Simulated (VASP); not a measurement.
A run of VASP 6.6.1 is set up as follows.

The input INCAR:

```
SYSTEM = LiF
PREC = Accurate
ENCUT = 520
EDIFF = 1E-6
ISMEAR = 0
SIGMA = 0.028000000000000004
LREAL = .FALSE.
LASPH = .TRUE.
NELM = 80
ALGO = Fast
ISIF = 2
LWAVE = .FALSE.
LCHARG = .FALSE.
GGA = PE
```

File KPOINTS:

```
Automatic mesh
0
G
  11 11 11
  0 0 0
```

File POSCAR:

```
LiF
1.0
    0.0000000000      2.0140000000      2.0140000000
    2.0140000000      0.0000000000      2.0140000000
    2.0140000000      2.0140000000      0.0000000000
F Li
1 1
Direct
    0.5000000000      0.5000000000      0.5000000000
    0.0000000000      0.0000000000      0.0000000000
```

Potentials or basis: VASP PAW PBE potentials, release 64 (F, Li_sv).

Run with:

```bash
$ cat potpaw_PBE.64/F/POTCAR potpaw_PBE.64/Li_sv/POTCAR > POTCAR
$ mpirun -np 1 vasp_std > vasp.out
```

Task: What does it give for the band gap on the k mesh?

Result: 9.09 eV, direct.

Caveat: an odd mesh through Γ misses points on the zone boundary, where band edges often lie. Expect the measured gap to be larger: semilocal functionals such as PBE lack the derivative discontinuity.
